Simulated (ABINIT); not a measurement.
A run of ABINIT 10.8.3 (patched build) is set up as follows.

The input run.abi:

```
# Pseudopotentials
pp_dirpath "./"
pseudos "W.upf, C.upf"

# Structure
acell 3*1.0 Angstrom
rprim
     2.9065000000     0.0000000000     0.0000000000
    -1.4532500000     2.5171028361     0.0000000000
     0.0000000000     0.0000000000     2.8366000000
ntypat 2
znucl 74 6
natom 2
typat 1 2
xcart
     0.0000000000     0.0000000000     0.0000000000
     2.7462444909     1.5855449958     2.6801985626

# Plane-wave basis
ecut 31.0

# k points
kptopt 1
ngkpt 8 8 7
nshiftk 1
shiftk 0.0 0.0 0.0

# Exchange and correlation
ixc 11

# Bands and occupations
nband 13
occopt 3
tsmear 0.00183747

# SCF cycle
nstep 100
tolvrs 1.0e-10

# Output
iomode 3
prtwf 0
prtden 0
prteig 0
prtebands 0
enunit 1
```

Potentials or basis: PseudoDojo NC SR PBE v0.4.1 standard.

Command:

```console
$ mpirun --bind-to none -np 4 abinit run.abi > log 2>&1
```

(1) Estimate the band gap on the k mesh.

Results:

(1) none (metal or under the smearing width).
